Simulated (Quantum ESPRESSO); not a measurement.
# GaP under changes of volume

One of the cells (20.240 Å³/atom); the others are scaled copies at fixed shape and fractional positions:

```
Ga P
1.0
     0.00000    2.72525    2.72525
     2.72525    0.00000    2.72525
     2.72525    2.72525    0.00000
Ga P
1 1
Direct
  0.00000 0.00000 0.00000
  0.75000 0.75000 0.75000
```

| Property | Result |
| --- | --- |
| Program | Quantum ESPRESSO 7.5 |
| Functional | r2SCAN |
| Potentials or basis | SG15 PBE 1.2 |
| Cutoff | 1197 eV |
| Density cutoff | 4789 eV |
| k mesh | 6 × 6 × 6 |
| Occupations | fermi-dirac, width 0.05 eV |
| Spin | no spin polarisation |

```tsv
volume (Å³/atom)	energy over the lowest point (meV/atom)	pressure (GPa)	gap on the mesh (eV)
19.026	13.96	4.9	1.80
19.431	4.41	2.7	1.84
19.836	0.00	0.8	1.88
20.240	0.21	-0.9	1.84
20.645	4.60	-2.5	1.78
21.050	12.79	-4.0	1.67
21.455	?	?	?
```

Task: What does the run at 21.455 Å³/atom give?

Result: Energy over the lowest point 24.43 meV/atom; pressure -5.3 GPa; gap on the mesh 1.50 eV.

Worked out: A Birch-Murnaghan fit of order 3 (a polynomial in V^(-2/3)) to the other rows has its minimum at 20.02 Å³/atom with B0 = V·E''(V) = 87 GPa and B' = 4.0. It gives 24.40 meV/atom at 21.455 Å³/atom, against the run's 24.43, and -dE/dV = -5.2 GPa, against -5.3. A parabola through the other rows of the gap, of slope -8.27 eV per unit of ln V there, extrapolates to 1.53 eV, against the run's 1.50.

Energies are extrapolated to zero smearing.

Caveats: the potentials were made for another functional, which shifts forces and pressure.

A mesh can miss the band edges. Spin-orbit coupling on Ga is left out.
